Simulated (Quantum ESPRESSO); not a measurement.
Runs of Quantum ESPRESSO 7.5 on Mn3Si. It takes space group Fm-3m (No. 225, cubic). Conventional cell: a = 5.722 Å, b = 5.722 Å, c = 5.722 Å, α = 90.00°, β = 90.00°, γ = 90.00°. Mn (site symmetry -43m) has 4 Mn at 2.48 Å and 4 Si at 2.48 Å as nearest neighbours. Mn (site symmetry m-3m) is surrounded by 8 Mn at 2.48 Å. Si (site symmetry m-3m) is surrounded by 8 Mn at 2.48 Å. 

```csv
task,level,potentials or basis,U,cell,k mesh,cutoff (eV),smearing,form of the LDA correlation,k mesh for the Wannier functions,hubbard projectors,dos occupations,gap on the mesh (eV),pressure (GPa),moment (μB)
phonons,LDA,JTH 2.0 LDA,-,relaxed,6 × 6 × 6,490,cold 0.272 eV,PW92,-,-,-,none,-,(a)
Wannier functions,LDA,GBRV 1.5 LDA,-,as given,6 × 6 × 6,612,fermi-dirac 0.05 eV,PZ81,5 × 5 × 5,-,-,none,-23.6,(c)
projected density of states,PBEsol+U,GBRV 1.5 PBEsol,Mn d U = 4 eV,as given,7 × 7 × 7,612,fermi-dirac 0.05 eV,-,-,ortho-atomic,tetrahedra_opt,none,36.9,10.82
projected density of states,PBEsol+U,GBRV 1.5 PBEsol,Mn d U = 6 eV,as given,7 × 7 × 7,612,fermi-dirac 0.05 eV,-,-,ortho-atomic,tetrahedra_opt,none,49.8,11.50
projected density of states,PBEsol+U,GBRV 1.5 PBEsol,Mn d U = 1 eV,as given,7 × 7 × 7,612,fermi-dirac 0.05 eV,-,-,ortho-atomic,tetrahedra_opt,none,-0.6,(b)
projected density of states,PBEsol+U,GBRV 1.5 PBEsol,Mn d U = 5 eV,as given,7 × 7 × 7,612,fermi-dirac 0.05 eV,-,-,ortho-atomic,tetrahedra_opt,none,41.7,11.02
projected density of states,PBEsol,GBRV 1.5 PBEsol,-,as given,7 × 7 × 7,612,fermi-dirac 0.05 eV,-,-,ortho-atomic,tetrahedra_opt,none,-15.8,1.01
projected density of states,PBEsol+U,GBRV 1.5 PBEsol,Mn d U = 2 eV,as given,7 × 7 × 7,612,fermi-dirac 0.05 eV,-,-,ortho-atomic,tetrahedra_opt,none,14.5,8.97
```

Alike in all rows: spin collinear, ferromagnetic start.

Q: Fill in the values left out.

A: (a) 1.45; (b) 6.89; (c) 1.05.

Caveats: the U is typed as a test and isn't derived for this compound (some runs); a pressure of tens of GPa on the cell as given is suspect, and the run, the potentials or the cell itself is likely at fault (some runs); the mesh is thin for the phonons of a metal (some runs); the cutoff lies well under what these potentials need, so the values aren't converged (some runs); the cutoff is low for these files, which shifts pressure and relaxed volume (some runs); so large a pressure means that the cell lies far from this level's equilibrium, or that cutoff or potentials fall short (some runs); the Wannier minimisation didn't converge (some runs).

A k mesh can miss the band edges.

A gap of «none» marks a metal or a gap under the smearing width.

Not every run made on this cell is shown here.
